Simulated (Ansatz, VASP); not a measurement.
**KCl: VASP beside Ansatz**

POSCAR

```
KCl
1.0
    3.7708086025      0.0000000000      0.0000000000
    0.0000000000      3.7708086025      0.0000000000
    0.0000000000      0.0000000000      3.7708086025
K Cl
1 1
Direct
    0.0000000000      0.0000000000      0.0000000000
    0.5000000000      0.5000000000      0.5000000000
```

The input INCAR.step1:

```
SYSTEM = KCl
ALGO = Normal
EDIFF = 1E-4
ENCUT = 520
GGA = PE
ISMEAR = 0
LASPH = .TRUE.
LCHARG = .FALSE.
LREAL = .FALSE.
LWAVE = .TRUE.
NBANDS = 15
NELM = 100
PREC = Accurate
SIGMA = 0.01
```

INCAR.step2

```
SYSTEM = KCl
ALGO = Normal
EDIFF = 1E-7
ENCUT = 520
ISIF = 2
ISMEAR = 0
ISTART = 1
LASPH = .TRUE.
LCHARG = .FALSE.
LMIXTAU = .TRUE.
LREAL = .FALSE.
LWAVE = .FALSE.
METAGGA = R2SCAN
NBANDS = 15
NELM = 100
PREC = Accurate
SIGMA = 0.01
```

KPOINTS

```
k-points
0
G
  8 8 8
  0 0 0
```

Input for Ansatz:

```yaml
crystal:
  lattice:
    - [3.7708086025, 0.0, 0.0]
    - [0.0, 3.7708086025, 0.0]
    - [0.0, 0.0, 3.7708086025]
  atoms:
    - { symbol: K, position: [0.0, 0.0, 0.0] }
    - { symbol: Cl, position: [0.5, 0.5, 0.5] }
kpoints:
  mp_grid: { grid: [8, 8, 8] }
  band_path:
    path:
      - [0.0, 0.0, 0.0]
      - [0.0, 0.5, 0.0]
      - [0.5, 0.5, 0.0]
      - [0.5, 0.5, 0.5]
      - [0.0, 0.5, 0.5]
    npoints: 1
hamiltonian:
  xc: r2scan
scf:
  occupations: { method: fixed }
  n_extra_bands: 4
output:
  forces: true
  stress: true
  eigenvalues: true
```

Alike in both runs: task single point; functional r2SCAN; k mesh 8 × 8 × 8; no spin polarisation.

```csv
,VASP,Ansatz
version,VASP 6.6.1,Ansatz 0.2.0
potentials or method,"VASP PAW PBE potentials, release 64 (K_sv, Cl)","plane waves, PAW"
plane-wave cutoff (eV),520,500
occupations,"gaussian, width 0.01 eV",fixed
valence electrons in the cell,16,16
```

```csv
,VASP,Ansatz,Ansatz less VASP
gap on the k mesh at the Fermi level (eV),5.81,5.80,-0.006
pressure (GPa),0.0,0.0,+0.04
```

Caveats: the PAW data sets were made with another functional, which shifts forces and pressure a little (VASP). r2SCAN opens gaps a little over a GGA but as a rule still falls short of measured ones. A k mesh can miss the band edges.
